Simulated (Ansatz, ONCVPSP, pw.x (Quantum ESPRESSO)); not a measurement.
## Equation-of-state test of one ONCV potential (Ti)

Ti (Z = 22), optimised norm-conserving Vanderbilt (ONCV), made with ONCVPSP 4.0.1.1 (patched build) (PBE, scalar-relativistic). Core [Ne], reference 3s2 3p6 3d2 4s1.5 4p0.5. Waves: 3s+4s: rc 2.00 bohr, ncon 3, nbas 7, qcut 5.6 1/bohr, 2 projectors; 3p+4p: rc 2.15 bohr, ncon 4, nbas 9, qcut 6.7 1/bohr, 2 projectors; 3d: rc 2.55 bohr, ncon 4, nbas 8, qcut 6.8 1/bohr, 2 projectors, debl 0.6 Ha. Local part: polynomial inside 1.60 bohr (lpopt 5, dvloc0 3 Ha). Core correction: Teter function, fcfact 4, rcfact 1.5.

Atomic tests: cutoffs needed: 16 Ha and 18 Ha (the cutoffs (Ha) at which the residual kinetic energy of the hardest occupied pseudo-wave falls to 1 and 0.1 mHa per electron); ghost test: no bound ghost flagged; no localised positive-energy state flagged; largest excitation error: +231 meV (all-electron minus pseudo) for 3s2 3p6 3d1 4s2 4p1, out of 4 test configurations.

Crystal test: bcc Ti in pw.x 7.5, no spin, 14³ k-points, Fermi–Dirac smearing 0.01 Ry, cutoffs 50/200 Ry. The reference is all-electron LAPW (Ansatz 0.2.0) with the same functional, mesh and smearing; V0 and B0 come from Birch–Murnaghan fits to the pressures at five volumes. Errors are pseudo minus all-electron; Δ is the rms difference of the E(V) curves that follow from these fits, minima aligned, over ±6 % about the mean V0. Mesh and smearing are coarse, so the numbers serve the comparison and aren't converged zero-temperature values; the lattice is a test structure that the element need not adopt.

```tsv
V (Å³/atom)	P all-electron (GPa)	P pseudo (GPa)
16.476	6.10	6.31
16.909	3.01	3.27
17.343	0.23	0.53
17.777	-2.25	-1.93
18.210	-4.47	-4.15
```

All-electron: a0 = 3.264 Å (V0 = 17.38 Å³/atom), B0 = 104.1 GPa.

Pseudopotential: mean pressure error (GPa): +0.28; a0 (Å): 3.267; a0 error (%): +0.10; B0 error (%): -2.0; Δ (meV/atom): 1.1.

At the middle volume, how do free energy and pressure move when the wave cutoff is lowered (ecutrho kept at four times it)?

```csv
cutoff (Ry),shift of F (meV/atom),shift of P (GPa)
22,+5027.7,-197.62
30,+343.4,-24.84
40,+2.9,-0.42
```

The run at the middle volume (104 k-points, 8 iterations) took about 18 s on one core of a shared host (Neoverse-N1, 64 threads, 124 GiB, load 55).
